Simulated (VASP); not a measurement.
As, 2 atoms in the cell. Symmetry: R-3m, No. 166, trigonal system. Conventional cell: a = 3.762 Å, b = 3.762 Å, c = 10.542 Å, α = 90.00°, β = 90.00°, γ = 120.00°. Around As (site symmetry 3m) lie 3 As at 2.51 Å. 

| Quantity | Value |
| --- | --- |
| Program | VASP 6.6.1 |
| Task | atomic charges |
| Functional | PBE |
| Potentials or basis | VASP PAW PBE potentials, release 64 (As) |
| Cutoff | 520 eV |
| k mesh | 9 × 9 × 9 |
| Occupations | gaussian, width 0.02 eV |
| Spin | no spin polarisation |
| Further INCAR settings | ALGO = Fast; EDIFF = 1e-06 |

Potentials or basis: VASP PAW PBE potentials, release 64 (As).

Launch:

```sh
$ cat potpaw_PBE.64/As/POTCAR > POTCAR
$ mpirun -np 1 vasp_std > vasp.out
```

Hardware: 1 thread of AMD EPYC 9R45 (Zen 5) (shared host).

Problem. How long does it take, and how much memory?

Solution. Run time: 22 s on 1 thread of AMD EPYC 9R45 (Zen 5), on a shared host, peak memory 0.15 GiB. Counts: scf iterations 11, k points 85.
